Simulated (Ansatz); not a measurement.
Input and command of a plane-wave DFT calculation in Ansatz:

```yaml
crystal:
  lattice:
    - [2.1293959968, -1.2294225056, -0.0102474541]
    - [2.1293959968, 1.2294225056, -0.0102474541]
    - [-1.3973001682, 0.0, 3.6492604793]
  atoms:
    - { symbol: C, position: [0.8333462079, 0.8333462079, 3.76161e-05] }
    - { symbol: C, position: [0.1666537921, 0.1666537921, 0.9999623839] }
basis:
  ecutwfc: 420
kpoints:
  mp_grid: { grid: [14, 14, 8] }
hamiltonian:
  xc: pbesol
scf:
  occupations: { method: fixed }
output:
  forces: true
  stress: true
  eigenvalues: true
relax:
  adjacent_minimum: "off"
  f_tol: 0.001
  max_steps: 60
  cell: { stress_tol: 0.02, p_target: 3.0 }
```

```bash
ansatz run input.yaml --threads 1 --pin off --max-ram 3072MiB --backend cpu --events-out ev --progress --plain --runs-dir out
```

Processor: AMD EPYC 9R45 96-Core Processor (Zen 5), 1 thread, on a host shared with other jobs.

Estimate time, memory and problem size.

About 25 s on 1 thread of AMD EPYC 9R45 96-Core Processor (Zen 5) (shared host), peak memory 0.41 GiB. It solves 8 bands at 429 k points (the mesh reduced by the symmetry that the task leaves, which can be less than the crystal's) with about 311 plane waves (on the last cell), in 53 SCF iterations over 12 ionic steps.
